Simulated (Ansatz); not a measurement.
# GdN (rocksalt): exact exchange against the cheap answer (a further series), part 2 of 2

Aim: see how the gap and pressure of GdN (rocksalt) move with the amount and range of exact exchange, and what each run costs.

Ansatz 0.2.0; DFT at several levels, plane waves, PAW.

**4. HSE06 form (fraction 0.45, screening 0.1 Å⁻¹)**

File input.yaml:

```yaml
crystal:
  lattice:
    - [0.0, 2.4994985661, 2.4994985661]
    - [2.4994985661, 0.0, 2.4994985661]
    - [2.4994985661, 2.4994985661, 0.0]
  atoms:
    - { symbol: Gd, position: [0.5, 0.5, 0.5], spin: 7.63 }
    - { symbol: "N", position: [0.0, 0.0, 0.0] }
basis:
  ecutwfc: 420
  ecutrho_ratio: 4
kpoints:
  mp_grid: { grid: [6, 6, 6] }
hamiltonian:
  xc: { preset: hse06, exx: { coeff: 0.45, omega: 0.1 } }
scf:
  occupations: { method: gaussian, width: 0.05 }
  n_extra_bands: 13
output:
  forces: true
  stress: true
  eigenvalues: true
  populations: true
  hubbard: { sites: [{ species: Gd, l: f }] }
  dos: { projected: true, de: 0.02 }
magnetization:
  spin_polarized: true
checkpoint:
  read: start.run
  write: ck
  compress: false
  write_wavefunctions: false
  write_every: 100000
```

start.run holds the state of a PBE+U run on this cell.

On the command line:

```sh
$ ansatz run input.yaml --threads 4 --pin off --max-ram 6144MiB --backend cpu --events-out ev --progress --plain --runs-dir out
```

Standard output:

```text
Warning: output.stress: scf.convergence.dr2_threshold = 1e-7 eV (the SCF's general default) is looser than the 2e-10 eV advised for a printed stress (1e-10 eV for each atom of the cell: 2). What an SCF threshold leaves in a stress goes as its square root, and in the free energy as the threshold itself, and one threshold admits the most on a small cell: of the crystals measured, under no hybrid functional and no lock of the moments, on runs that ended without the residual-converged pass, on stresses that held no estimate of that error, the worst erred by over 100 MPa in a component at 1e-7 eV an atom and by under 5 at 1e-10. Set scf.convergence.dr2_threshold to 2e-10 eV or tighter. The threshold is an SCF's pass mark: one that does not reach it within its budget of iterations ends unconverged, or closes short of it on a stop that the run arms, and scf.convergence.dr2_threshold's page says what that costs each kind of run
Warning: output.stress: scf.exx.energy_threshold = 1e-6 eV is looser than the 2e-8 eV advised for a stress under a hybrid functional (1e-8 eV for each atom of the cell: 2). Every SCF of the exchange loop can meet its threshold on dr2 while the loop round them stops early: no threshold on dr2 bounds what that leaves in the stress. Set scf.exx.energy_threshold to 2e-8 eV or tighter. The threshold is the loop's pass mark: a loop that does not reach it within its budget of cycles ends unconverged, and scf.exx.energy_threshold's page has the law
Warning: checkpoint.read: hamiltonian.xc differs: saved pbe, current {"exchange":"pbe","correlation":"pbe","exx":{"coeff":0.45,"omega":0.1}}; the SCF iterates under this deck's functional from the saved state
Warning: checkpoint.read: the saved state's DFT+U term is not this run's: `term`: saved present, current none. As far as this difference goes, the run starts from the state without its orbitals and occupation matrices. It converges under its own deck, and can end on the saved state's solution where another lies lower in energy: compare its result with that of a run that reads no state
Warning: RAYON_NUM_THREADS=4 ignored (pool sized by the plan → 4); use --threads N
Gd: projections on atomic orbitals take those of the free atom [Kr 4d10] 4f7 5s2 5p6 5d1 6s2, of charge +0.00 (hamiltonian.pseudopotentials.projection_atoms); the dataset's partial waves leave at most 2.5e-4 of an orbital's norm unspanned inside its sphere
scf.n_extra_bands = 13 over 12 filled bands (N_el = 23.0): the run solves 25 bands
exact exchange: scf.exx.singularity resolves to wigner_seitz, which cuts the screened interaction at the faces of the exchange supercell's Wigner-Seitz cell, so that each pair interacts once, at the shortest of its separations (the periodic images that this leaves out come, for a point-like exchange hole, to about 0.010 eV on a filled level). The cut falls within the interaction's reach, and what an exchange supercell this small leaves in the energy, the band gaps and, where it is computed, the pressure is not bounded here. The exchange supercell (the smallest cell that an SCF of this deck is solved on times the 6×6×6 mesh of the exchange sum) has its nearest image at L = 21.21 Å, 2.12 times the interaction's range 1/ω = 10.00 Å. A denser mesh of the exchange sum (kpoints.mp_grid; where a k-mesh is refused, the cell repeated along its short axes), shrinks what is left. The k-mesh (kpoints.mp_grid) can leave an error of its own, as it does under a semilocal functional: two runs of this structure under PBE, one on that k-mesh and one on a denser one or on the cell repeated (per cell), show about how large it is in the energy; in a metal the hybrid's can be larger than they show. Converge the k-mesh under the hybrid itself. See scf.exx.q_mesh
Engine: ansatz 0.2.0, aarch64-unknown-linux-gnu
Pseudopotentials: kind: paw
Pseudopotential: Gd, paw, valence charge 18, recommended cutoff 420 eV (normal), Gd.paw.azcp
Pseudopotential: N, paw, valence charge 5, recommended cutoff 420 eV (normal), N.paw.azcp
Functional definition: unnamed
  parameter a_1 = 0.45
  parameter omega_1 = 0.1/angstrom
  exchange = pbe_x + (-a_1)*pbe_x_sr(omega_1) + a_1*exact_x_sr(omega_1)
  correlation = pbe_c
Crystal: 2 atoms, lattice volume = 31.231 Å³
Basis set: ecut = 420 eV, 609 PW (Γ), exchange–correlation on 48×48×48 points (8 copies of the dense FFT grid, shifted against one another)
Bands: 25, of which v1, the nominal top of the filled ones, is band 12 counted from 1 (11 counted from 0)
Symmetry: 48 space group operations
Space group: Fm-3m (ITA 225), of the structure as read, at distance tolerance 3.1e-5 Å
Magnetic group: BNS 225.116 (UNI 1618), of the structure as read, at distance tolerance 3.1e-5 Å
k-points: 16 of 216
Non-local potential: Gd, projectors of the file, l = 0: 3, l = 1: 2, l = 2: 2, l = 3: 3
Non-local potential: N, projectors of the file, l = 0: 2, l = 1: 2, l = 2: 1
PAW form: soft (Blöchl's): semilocal exchange-correlation on the pseudo side does not see the compensation charge
PAW frozen core: Gd, regenerated for the run's functional, and the local potential with it (the file was generated under x = pbe(κ = 0.804, μ = 0.2195149727645171), c = pbe(β = 0.06672455060314922))
PAW frozen core: N, regenerated for the run's functional, and the local potential with it (the file was generated under x = pbe(κ = 0.804, μ = 0.2195149727645171), c = pbe(β = 0.06672455060314922))
PAW one-centre angular grid: Gd, 590 points (default); XC on 96 Gauss nodes
PAW one-centre angular grid: N, 110 points (default); XC on 64 Gauss nodes
Initial density: read from a saved state, or passed on in memory by an earlier SCF of this step, an earlier step, the calling program or the single point that the run made first
Starting moments: Σ|m| = 7.63 μB on 1 of 2 sites; this step starts from the density that it was given
Initial wavefunctions: pseudopotential atomic-orbital guess
Functional: x = pbe(κ = 0.804, μ = 0.2195149727645171) + 0.45 (exact − pbe) at short range (hse, ω = 0.1 Å⁻¹), c = pbe(β = 0.06672455060314922)
Exchange kernel: α = 0.4500, screened, ω = 0.1000 Å⁻¹, Wigner–Seitz truncation, v(0) = 3756.8410 eV·Å³, q-mesh 6×6×6, nearest image of the exchange supercell L = 21.21 Å, pair-density grid 15×15×15, without the augmentation charges, whose exchange is taken in its separable form by FFT convolution over the k-point mesh (sized by the pseudopotential files, 20×20×20 at the most), smooth part of the exact exchange by density-matrix convolution
Frozen-core exchange: fock
iter 1 solved again at ethr=2.11e-4 eV; its pass at ethr=1.00e-1 eV (dr2=4.85e-2 eV) is discarded
SCF iter   1: F=—  HF=-9724.319277 eV  |F-HF|=—  |Δ(HF+E_count)|=         —  Δρ=1.42e-2 (↑1.42e-2 ↓5.78e-3)  dr2=9.72e-2  dr2_m=1.23e-2  M=7.000 μB ∫|m|=7.250 μB  β_m=0.30  ethr=2.11e-4  ⟨swp⟩=4.4  Hψ=4179  notcnv=0
preconditioner: auto → none  [insulator: Δε(μ)=0.585 eV  Ē_g=23.990 eV  σ=0.050 eV  W_gap=1.00  n_scr=14 (ndim 8)  ℏωp=30.4 eV  f_vac=0.000  D(μ)=0.00/eV (n_scr^D=0)]
SCF iter   2: F=—  HF=-9724.426490 eV  |F-HF|=—  |Δ(HF+E_count)|=   1.07e-1  Δρ=1.12e-2 (↑1.12e-2 ↓5.76e-3)  dr2=5.74e-2  dr2_m=9.71e-3  M=7.000 μB ∫|m|=7.251 μB  β_m=0.51  ethr=2.11e-4  ⟨swp⟩=3.2  Hψ=2082  notcnv=0
SCF iter   3: F=—  HF=-9724.400161 eV  |F-HF|=—  |Δ(HF+E_count)|=   2.63e-2  Δρ=6.15e-3 (↑5.79e-3 ↓6.15e-3)  dr2=5.60e-2  dr2_m=5.68e-5  M=7.000 μB ∫|m|=7.252 μB  β_m=0.47  ethr=2.11e-4  ⟨swp⟩=3.2  Hψ=2344  notcnv=0
SCF iter   4: F=—  HF=-9724.391246 eV  |F-HF|=—  |Δ(HF+E_count)|=   8.92e-3  Δρ=2.71e-3 (↑2.38e-3 ↓2.71e-3)  dr2=6.27e-3  dr2_m=7.84e-5  M=7.000 μB ∫|m|=7.253 μB  β_m=0.58  ethr=1.77e-4  ⟨swp⟩=2.8  Hψ=1619  notcnv=0
SCF iter   5: F=—  HF=-9724.389599 eV  |F-HF|=—  |Δ(HF+E_count)|=   1.65e-3  Δρ=9.15e-4 (↑9.15e-4 ↓8.77e-4)  dr2=1.30e-3  dr2_m=2.32e-5  M=7.000 μB ∫|m|=7.253 μB  β_m=0.64  ethr=2.59e-5  ⟨swp⟩=3.0  Hψ=1796  notcnv=0
iter 6 solved again at ethr=6.19e-8 eV; its pass at ethr=5.07e-6 eV (dr2=1.42e-5 eV) is discarded
SCF iter   6: F=-9724.389198 eV  HF=-9724.389217 eV  |F-HF|=1.91e-5  |Δ(HF+E_count)|=   3.82e-4  Δρ=3.50e-4 (↑3.50e-4 ↓1.16e-4)  dr2=2.07e-5  dr2_m=1.33e-5  M=7.000 μB ∫|m|=7.253 μB  ethr=6.19e-8  ⟨swp⟩=4.0  Hψ=2992  notcnv=0
eigensolver tolerance schedule calibrated: the retry pair's looser diagonalisation under-reported the residual by θ = 0.22 (0.12/decade); ethr = c·dr2/N_el runs at the constant in force after the calibration composes with the one it found (an armed cap, an earlier calibration), c = 7.5e-2
SCF 1 stopped early in 6 iterations: F = -9724.389198 eV  dr2 = 2.07e-5
hybrid outer 1: dexx = +1.708e-1 eV, tail = 2.73e-3 eV
Initial density: handed on by an earlier stage of this run
Initial wavefunctions: those handed on with the density
Exchange kernel: α = 0.4500, screened, ω = 0.1000 Å⁻¹, Wigner–Seitz truncation, v(0) = 3756.8410 eV·Å³, q-mesh 6×6×6, nearest image of the exchange supercell L = 21.21 Å, pair-density grid 15×15×15, without the augmentation charges, whose exchange is taken in its separable form by FFT convolution over the k-point mesh (sized by the pseudopotential files, 20×20×20 at the most), smooth part of the exact exchange by density-matrix convolution
Frozen-core exchange: fock
SCF iter   1: F=—  HF=-9724.383213 eV  |F-HF|=—  |Δ(HF+E_count)|=         —  Δρ=2.66e-4 (↑2.00e-4 ↓2.66e-4)  dr2=8.45e-5  dr2_m=1.51e-6  M=7.000 μB ∫|m|=7.252 μB  β_m=0.30  ethr=5.93e-5  ⟨swp⟩=2.0  Hψ=1600  notcnv=0
preconditioner: auto → none  [insulator: Δε(μ)=1.281 eV  Ē_g=23.998 eV  σ=0.050 eV  W_gap=1.00  n_scr=14 (ndim 8)  ℏωp=30.4 eV  f_vac=0.000  D(μ)=0.00/eV (n_scr^D=0)]
SCF iter   2: F=—  HF=-9724.383304 eV  |F-HF|=—  |Δ(HF+E_count)|=   9.12e-5  Δρ=2.26e-4 (↑1.82e-4 ↓2.26e-4)  dr2=3.85e-5  dr2_m=1.79e-6  M=7.000 μB ∫|m|=7.251 μB  β_m=0.41  ethr=2.02e-7  ⟨swp⟩=4.3  Hψ=1809  notcnv=0
SCF iter   3: F=—  HF=-9724.383302 eV  |F-HF|=—  |Δ(HF+E_count)|=   2.07e-6  Δρ=1.56e-4 (↑1.56e-4 ↓1.14e-4)  dr2=2.01e-5  dr2_m=5.67e-7  M=7.000 μB ∫|m|=7.251 μB  β_m=0.42  ethr=1.24e-7  ⟨swp⟩=3.4  Hψ=1331  notcnv=0
SCF iter   4: F=—  HF=-9724.383298 eV  |F-HF|=—  |Δ(HF+E_count)|=   3.35e-6  Δρ=8.38e-5 (↑8.38e-5 ↓6.48e-5)  dr2=3.23e-6  dr2_m=3.56e-7  M=7.000 μB ∫|m|=7.251 μB  β_m=0.66  ethr=5.12e-8  ⟨swp⟩=2.1  Hψ=1185  notcnv=0
SCF iter   5: F=—  HF=-9724.383298 eV  |F-HF|=—  |Δ(HF+E_count)|=   2.23e-8  Δρ=3.37e-5 (↑1.34e-5 ↓3.37e-5)  dr2=7.19e-7  dr2_m=3.62e-8  M=7.000 μB ∫|m|=7.251 μB  β_m=0.71  ethr=9.26e-9  ⟨swp⟩=3.8  Hψ=1538  notcnv=0
SCF iter   6: F=—  HF=-9724.383298 eV  |F-HF|=—  |Δ(HF+E_count)|=   1.76e-7  Δρ=1.08e-5 (↑5.78e-6 ↓1.08e-5)  dr2=3.51e-8  dr2_m=1.13e-8  M=7.000 μB ∫|m|=7.251 μB  β_m=0.68  ethr=2.28e-9  ⟨swp⟩=3.1  Hψ=1609  notcnv=0
SCF iter   7: F=-9724.383298 eV  HF=-9724.383298 eV  |F-HF|=4.05e-9  |Δ(HF+E_count)|=  3.35e-10  Δρ=5.51e-6 (↑1.48e-6 ↓5.51e-6)  dr2=6.24e-9  dr2_m=3.36e-9  M=7.000 μB ∫|m|=7.251 μB  ethr=1.07e-10  ⟨swp⟩=3.6  Hψ=2084  notcnv=0
SCF 2 converged in 7 iterations: F = -9724.383298 eV  dr2 = 6.24e-9
  Residual-converged pass: ⟨swp⟩=2.6  Hψ=1220  notcnv=0  max |occ|·‖R‖ = 2.4e-6 eV (tolerance 2.4e-6 eV)  dr2=6.23e-9  dr2_m=3.37e-9  dr2_onsite=9.71e-10  max |Δocc| = 1.9e-84
hybrid outer 2: dexx = +7.308e-5 eV, tail = 3.18e-6 eV, Δε = 3.83e-2 eV (about 2.21e-3 eV left of the loop's levels)
Exchange kernel: α = 0.4500, screened, ω = 0.1000 Å⁻¹, Wigner–Seitz truncation, v(0) = 3756.8410 eV·Å³, q-mesh 6×6×6, nearest image of the exchange supercell L = 21.21 Å, pair-density grid 15×15×15, without the augmentation charges, whose exchange is taken in its separable form by FFT convolution over the k-point mesh (sized by the pseudopotential files, 20×20×20 at the most), smooth part of the exact exchange by density-matrix convolution
Frozen-core exchange: fock
SCF iter   1: F=—  HF=-9724.383297 eV  |F-HF|=—  |Δ(HF+E_count)|=         —  Δρ=8.31e-6 (↑7.68e-6 ↓8.31e-6)  dr2=1.49e-8  dr2_m=1.32e-8  M=7.000 μB ∫|m|=7.250 μB  β_m=0.30  ethr=6.91e-8  ⟨swp⟩=2.2  Hψ=1607  notcnv=0
preconditioner: auto → none  [insulator: Δε(μ)=1.284 eV  Ē_g=23.999 eV  σ=0.050 eV  W_gap=1.00  n_scr=14 (ndim 8)  ℏωp=30.4 eV  f_vac=0.000  D(μ)=0.00/eV (n_scr^D=0)]
SCF iter   2: F=—  HF=-9724.383297 eV  |F-HF|=—  |Δ(HF+E_count)|=   9.60e-8  Δρ=8.99e-6 (↑8.99e-6 ↓7.61e-6)  dr2=8.73e-9  dr2_m=1.60e-8  M=7.000 μB ∫|m|=7.250 μB  β_m=0.52  ethr=1.70e-11  ⟨swp⟩=4.9  Hψ=2309  notcnv=0
SCF iter   3: F=-9724.383297 eV  HF=-9724.383297 eV  |F-HF|=8.19e-11  |Δ(HF+E_count)|=   8.39e-9  Δρ=4.98e-6 (↑2.69e-6 ↓4.98e-6)  dr2=2.99e-9  dr2_m=3.84e-9  M=7.000 μB ∫|m|=7.250 μB  ethr=1.70e-11  ⟨swp⟩=3.8  Hψ=1797  notcnv=0
SCF 3 converged in 3 iterations: F = -9724.383297 eV  dr2 = 2.99e-9
  Residual-converged pass: ⟨swp⟩=2.0  Hψ=953  notcnv=0  max |occ|·‖R‖ = 2.4e-6 eV (tolerance 2.4e-6 eV)  dr2=2.99e-9  dr2_m=3.85e-9  dr2_onsite=1.06e-9  max |Δocc| = 9.3e-85
hybrid outer 3: dexx = +8.895e-8 eV, tail = 1.98e-8 eV, Δε = 6.27e-4 eV (about 1.01e-4 eV left of the loop's levels), ΔF = 2.10e-30 eV/Å (tail 1.91e-30)
this state was not tested for a lower state beside it, because the functional holds exact exchange (a hybrid, or Hartree-Fock), whose exchange loop this test does not read (fock_operator); the stability check (scf.self_checks: high) cannot read this state: a pseudopotential is PAW: the check reads norm-conserving sets alone
hybrid SCF converged: 3 outer / 16 inner (+0 warm-up), last move |dexx| = 8.89e-8 eV, tail = 1.98e-8 eV
Magnetization: 7.0000 μB (15.0000 up, 8.0000 down)
Absolute magnetization: 7.2504 μB (∫|ρ↑−ρ↓|, with the PAW one-centre terms)
Spin contamination: 0.0168 ħ² per cell (⟨S²⟩ above its minimum at these occupations)
Per-site moments (μB) at R_I (Å): [(6.9697982675358325, 1.0310431585162503), (-0.12372248043418195, 1.0310431585162503)]
Free energy (F): -9724.383297 eV
Frozen-core exchange: fock
Harris-Foulkes:  -9724.383297 eV  (|F-HF|=8.19e-11)
Internal energy: -9724.383297 eV  (E = F + TS)
E sigma→0 (E₀):  -9724.383297 eV
Fermi energy:    13.870731 eV
--- Per-component energies (eV) ---
  E_band       = -26.509577
  E_kinetic    = 530.955355
  E_local      = -1905.562550  (includes V_loc(G=0)·N_el)
  E_nonlocal   = 328.825494
  E_hartree    = 780.529791
  E_xc         = -180.571387
  E_vxc        = -201.340615  (∫ρ·V_xc dr)
  E_exx        = -138.595127  (= α·E_x^exact, valence–valence)
  E_paw        = -6553.611092  (= ΣΔE_a)
  E_vpaw       = -63.257466  (= ΣTr[D̂ρ^β])
  E_aug_tail   = 0.000091  (compensation charges beyond the density's cutoff)
  E_ewald      = -2587.082266
  E_core_change = 0.728393  (= ΣΔE_core)
  E_smearing   = -0.000000  (= −TS)
  E_closure    = 0.000000  (closes the sum)
  Σ components = -9724.383297   (vs F -9724.383297, Δ=0.00e0)
--- Forces (eV/Å), atoms counted from 1 ---
  atom   1  Gd     0.00000000    -0.00000000    -0.00000000
  atom   2  N     -0.00000000     0.00000000    -0.00000000
  max |Σ_I F_I| component: 2.10e-30 eV/Å
--- Stress (GPa, compression-positive) ---
       -3.062438       0.000000       0.000000
       -0.000000      -3.062438       0.000000
       -0.000000       0.000000      -3.062438
  P = ⅓ Tr σ = -3.0624 GPa (-30.624 kbar)
--- Band table (eV; the first three rows and the last of 32) ---
  k-point 0 ↑: bands = ["-35.5062", "-10.2451", "-10.2451", "-10.2451", "-2.6557", "5.1013", "5.1013", "5.1013", "5.1655", "5.3329", "5.3329", "5.3329", "13.2287", "13.2287", "13.2287", "17.9777", "17.9777", "17.9777", "18.8131", "20.0665", "20.0665", "26.2744", "40.4022", "40.4022", "40.4022"]
  k-point 1 ↑: bands = ["-35.4795", "-10.6446", "-10.2679", "-10.2679", "-2.1025", "5.1120", "5.1388", "5.1388", "5.1870", "5.3039", "5.3039", "5.3333", "11.4360", "12.1246", "12.1246", "18.2700", "18.7682", "18.7682", "20.4965", "21.6705", "21.6705", "28.0401", "35.7866", "37.0497", "37.0497"]
  k-point 2 ↑: bands = ["-35.4260", "-11.3312", "-10.3130", "-10.3130", "-1.0733", "5.1936", "5.2168", "5.2168", "5.2478", "5.2634", "5.2634", "5.3340", "8.9880", "10.6157", "10.6157", "19.4205", "20.6098", "20.6098", "22.6194", "24.5952", "24.5952", "29.9862", "32.3098", "32.3098", "34.2762"]
  k-point 15 ↓: bands = ["-31.8144", "-8.6413", "-8.2444", "-8.2443", "-1.8531", "10.5343", "11.2669", "11.4656", "17.5181", "21.1537", "23.0506", "23.1852", "23.1922", "23.3638", "23.4469", "23.8756", "24.0077", "24.0692", "25.1846", "25.6369", "28.2139", "29.4042", "32.1203", "33.6145", "36.8380"]
--- Löwdin populations: 2 sites ---
  site symbol       q [e]    m [muB]
     0     Gd     17.0872     7.1265
     1      N      5.8458    -0.1340
  spilling = 0.002914 (of n_electrons = 23.000000)
--- Occupation matrices: 1 shell (Löwdin-built; ε = 2.00e-2, provisional) ---
  Gd0 f_4F: site group Oh (m-3m)
  Gd0 f_4F up     Tr n = 6.9931  λ = 0.999 0.999 0.999 0.999 0.999 0.999 0.999  [7× z3 0.14 (T1u 0.43) T1u(0.43)]
  Gd0 f_4F dn     Tr n = 0.0410  λ = 0.000 0.004 0.004 0.004 0.010 0.010 0.010  [7× z3 0.14 (T1u 0.43) T1u(0.43)]
  Tr n, λ and their labels are of the run-group-symmetrised matrices; stabiliser: 48 of 96 elements of G0×{1,Θ} (closed), max defect 3.9e-15 at τ = 4.2e-3
```

Wall time 23 s (4 threads of Arm Neoverse V1, shared host); peak memory 1.1 GiB.

This gives: volume 15.616 Å³/atom, pressure -3.06 GPa, gap on the mesh 1.28 eV, moments in the atoms' spheres Gd 6.97; N -0.12 μB.

The density of states, summed over windows 1 eV wide (valence-band top at zero):

| from | to | up | down | N 2p | Gd 5d |
| --- | --- | --- | --- | --- | --- |
| -7 | -6 | 0.00 | 0.00 | 0.00 | 0.00 |
| -6 | -5 | 0.00 | 0.00 | 0.00 | 0.00 |
| -5 | -4 | 0.28 | 0.26 | 0.30 | 0.15 |
| -4 | -3 | 0.54 | 0.60 | 0.73 | 0.25 |
| -3 | -2 | 1.36 | 1.45 | 1.99 | 0.66 |
| -2 | -1 | 0.72 | 0.69 | 1.08 | 0.25 |
| -1 | 0 | 0.10 | 0.00 | 0.08 | 0.01 |
| 0 | 1 | 0.00 | 0.00 | 0.00 | 0.00 |
| 1 | 2 | 0.01 | 0.00 | 0.00 | 0.01 |
| 2 | 3 | 0.06 | 0.02 | 0.01 | 0.07 |
| 3 | 4 | 0.15 | 0.12 | 0.03 | 0.22 |
| 4 | 5 | 0.28 | 0.24 | 0.07 | 0.41 |

Below -7 eV the file holds 7.0 more states, down to its end at -9 eV.

The shells' filling, with natural orbitals sorted by occupation:

| shell | channel | electrons | over 0.8 | 0.2 to 0.8 | under 0.2 |
| --- | --- | --- | --- | --- | --- |
| Gd 4f (atom 1) | up | 6.99 | 7 | 0 | 0 |
| Gd 4f (atom 1) | down | 0.04 | 0 | 0 | 7 |

**5. All levels side by side**

What follows sums up all 2 parts.

| level | exact exchange | gap on the mesh (eV) | change of gap (eV) | pressure (GPa) | largest spin moment (μB) | wall time | CPU time |
| --- | --- | --- | --- | --- | --- | --- | --- |
| PBE with U = 6 eV on Gd 4f (earlier series) | 0.00 | metal | 0 | 0.4 | 6.93 | 0.99 s | 2.9 s |
| PBE0 | 0.25 | 0.67 | +0.67 | -1.8 | 6.94 | 39 s | 2.3 min |
| B3LYP | 0.20 | 0.60 | +0.60 | 2.5 | 6.93 | 22 s | 77 s |
| HSE06 form (fraction 0.45, screening 0.1 Å⁻¹) | 0.45 | 1.28 | +1.28 | -3.1 | 6.97 | 23 s | 79 s |

Changes count from PBE with U = 6 eV on Gd 4f. Times are on 4 threads of Arm Neoverse V1, shared host; the hybrid runs also made densities of states.

Exact exchange opens a gap in 3 of 3 runs, where PBE with U = 6 eV on Gd 4f gives a metal. The pressure spans -3.1 to 2.5 GPa, negative where a level wants a smaller cell on this coarse mesh, whose own error is in all of them. «metal» means no gap on the mesh; bands that overlap can still move apart without opening one. The median run with exact exchange took 27 times the CPU time of the cheap one, which started from a converged state. Gaps are over this coarse mesh alone, and total energies of different levels can't be compared. Open d and f shells can converge to several self-consistent states; these numbers belong to the ones reached here. The program warned that the SCF threshold is loose for the stress of this hybrid run. Spin–orbit coupling is left out, though the cell holds Gd; it splits the 4f levels.
